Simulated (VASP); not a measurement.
## A VASP 6.6.1 single-point calculation on NaH

INCAR

```
LCHARG = .FALSE.
IBRION = -1
NBANDS = 11
PREC = Accurate
LREAL = .FALSE.
EDIFF = 1E-7
LASPH = .FALSE.
ENCUT = 520
NSW = 0
ISIF = 2
GGA = PS
SIGMA = 0.02
LWAVE = .FALSE.
NELM = 76
ISMEAR = -1
```

KPOINTS

```
KPOINTS created by Atomic Simulation Environment
0
Gamma
15 15 15
0 0 0
```

POSCAR

```
Na H
 1.0000000000000000
    -0.0136658163749999    2.3975116422250000    2.3975116422248575
     2.3975116422250000   -0.0136658163749999    2.3975116422248575
     2.3838458258999999    2.3838458258999999    0.0000000000497152
 Na  H
   1   1
Cartesian
  0.0000000000000000  0.0000000000000000  0.0000000000000000
  2.3838458258749999  2.3838458258749999  2.3975116422497149
```

The recommended PBE PAW datasets give the neutral cell 8 valence electrons.

Command

```
mpirun -np 1 vasp_std
```

How does this run end, and what does it give?

It converged. Results: gap between bands v and c on the k mesh 3.67 eV; least direct gap on the k mesh 4.55 eV; pressure -0.1 GPa. Band v is the last that the valence electrons fill when counted band by band, and c is the next.

OSZICAR

```
N       E                     dE             d eps       ncg     rms          rms(c)
DAV:   1     0.379936356133E+02    0.37994E+02   -0.45584E+03 11354   0.747E+02
DAV:   2    -0.413513387909E+01   -0.42129E+02   -0.41416E+02 11748   0.198E+02
DAV:   3    -0.545576496004E+01   -0.13206E+01   -0.13189E+01 13640   0.333E+01
DAV:   4    -0.546431075289E+01   -0.85458E-02   -0.85449E-02 12961   0.267E+00
DAV:   5    -0.546438340582E+01   -0.72653E-04   -0.72652E-04 12991   0.252E-01    0.292E+00
DAV:   6    -0.516575525671E+01    0.29863E+00   -0.29521E-01 13548   0.328E+00    0.136E+00
DAV:   7    -0.508331780298E+01    0.82437E-01   -0.27175E-01 12885   0.228E+00    0.325E-01
DAV:   8    -0.508569589822E+01   -0.23781E-02   -0.65698E-03 12743   0.974E-01    0.625E-02
DAV:   9    -0.508568780838E+01    0.80898E-05   -0.67366E-04 13902   0.316E-01    0.188E-02
DAV:  10    -0.508567718238E+01    0.10626E-04   -0.39416E-05 12461   0.420E-02    0.281E-03
DAV:  11    -0.508567804046E+01   -0.85808E-06   -0.10912E-06 13210   0.613E-03    0.205E-03
DAV:  12    -0.508567803040E+01    0.10069E-07   -0.95488E-08  9089   0.219E-03
   1 F= -.50856780E+01 E0= -.50856780E+01  d E =-.578880E-11
```

Standard output (part)

```
POSCAR found type information on POSCAR NaH
 POSCAR found :  2 types and       2 ions
 LDA part: xc-table for (Slater+PW92), standard interpolation
 POSCAR, INCAR and KPOINTS ok, starting setup
 WAVECAR not read
 entering main loop
```

For comparison, a separate PBE run of the intended cell, on usual settings and not on those above, gives a gap of 3.78 eV on its mesh and a pressure of 0.5 GPa.
